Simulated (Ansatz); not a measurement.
Crystal: C.

```xyz
8
Lattice="2.5221 0.0000 0.0000 -1.2611 2.1842 0.0000 0.0000 0.0000 8.2371" Properties=species:S:1:pos:R:3 pbc="T T T"
C     1.2611    0.7281    6.9501
C     0.0000    1.4561    2.8315
C     1.2611    0.7281    5.4056
C     0.0000    1.4561    1.2870
C     0.0000    0.0000    7.4649
C     0.0000    0.0000    3.3463
C     0.0000    0.0000    4.8908
C     0.0000    0.0000    0.7722
```

This is a hexagonal form of diamond, not graphite.

| Property | Result |
| --- | --- |
| Program | Ansatz 0.2.0 |
| Task | single point |
| Functional | PBE |
| Potentials or basis | all-electron LAPW, scalar-relativistic |
| Cutoff | 449 eV (chosen from the basis error) |
| Basis error allowed | 0.001 eV/atom |
| k mesh | 12 × 12 × 4 |
| Occupations | fermi-dirac, width 0.05 eV |
| Spin | no spin polarisation |

On this cell: pressure 2.2 GPa; largest force 0.328 eV/Å; band gap on the k mesh 4.42 eV, indirect (least direct gap 5.19 eV).

The same run follows on a disturbed copy (atoms moved at random, drawn with an rms of 0.05 Å):

```
C
1.0
     2.52210    0.00000    0.00000
    -1.26105    2.18420    0.00000
     0.00000    0.00000    8.23710
C
8
Direct
  0.68713 0.35110 0.84840
  0.33849 0.68121 0.34483
  0.64907 0.31102 0.65284
  0.34016 0.65967 0.15310
  0.00173 0.00253 0.91156
  0.99029 0.99557 0.39648
  0.01803 0.01449 0.58987
  0.00476 0.00024 0.09064
```

Task: What changes?

Result: The energy moves by +58.4 meV/atom; pressure 4.5 GPa; largest force 4.035 eV/Å; band gap on the k mesh 3.70 eV, indirect (least direct gap 4.20 eV).

Forces on the atoms (eV/Å):
```
C   -1.076 -1.560 -1.050
C   -0.339 -1.672 -2.596
C    1.897  2.768  0.672
C   -0.615  0.771  0.206
C    0.824  0.991 -1.845
C    0.873  1.661  3.573
C   -1.913 -2.500 -0.235
C    0.349 -0.459  1.275
```

Stress tensor (GPa, compression positive):
```
 1.44  0.98  0.95
 0.98 -0.08  1.51
 0.95  1.51 12.22
```

A k mesh can miss the band edges.
